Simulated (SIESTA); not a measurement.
Runs of SIESTA 5.4.2 on Ge. It takes space group Fd-3m (No. 227, cubic). Conventional cell: a = 5.658 Å, b = 5.658 Å, c = 5.658 Å, α = 90.00°, β = 90.00°, γ = 90.00°. Ge (site symmetry -43m) has 4 Ge at 2.45 Å as nearest neighbours. 

| task | level | potentials or basis | cell | gap on the mesh (eV) | pressure (GPa) | V0 of scaled cells (Å³/atom) | B0 (GPa) |
| --- | --- | --- | --- | --- | --- | --- | --- |
| single point | PBEsol | PseudoDojo 0.4 standard (PBEsol files), DZP (energy shift 0.003 Ry; two zetas on semicore shells) | as given | none | 1.8 | - | - |
| single point | PBEsol | PseudoDojo 0.4 standard (PBEsol files), DZP (energy shift 0.003 Ry; two zetas on semicore shells) | atoms moved at random, drawn with an rms of 0.05 Å | none | 1.9 | - | - |
| equation of state | LDA | PseudoDojo 0.4 standard (LDA files), DZP (energy shift 0.003 Ry; two zetas on semicore shells) | as given | - | - | (a) | 71 |
| band structure | PBEsol | PseudoDojo 0.4 standard (PBEsol files), DZP (energy shift 0.003 Ry; two zetas on semicore shells) | as given | none | 1.8 | - | - |
| equation of state | PBEsol | PseudoDojo 0.4 standard (PBEsol files), DZP (energy shift 0.003 Ry; two zetas on semicore shells) | as given | - | - | 23.19 | 67 |

Alike in all rows: no spin polarisation; k mesh 8 × 8 × 8; smearing fermi-dirac 0.05 eV; grid cutoff 800 Ry; energy shift 0.003 Ry.

Fill in the values left out.

(a) 22.51.

Caveats: the basis of atomic orbitals isn't converged, which shifts pressures, moduli and gaps.

A k mesh can miss the band edges, and the runs leave out spin-orbit coupling on Ge.

A gap of «none» marks a metal or a gap under the smearing width.

Runs at the PBE level aren't shown here.
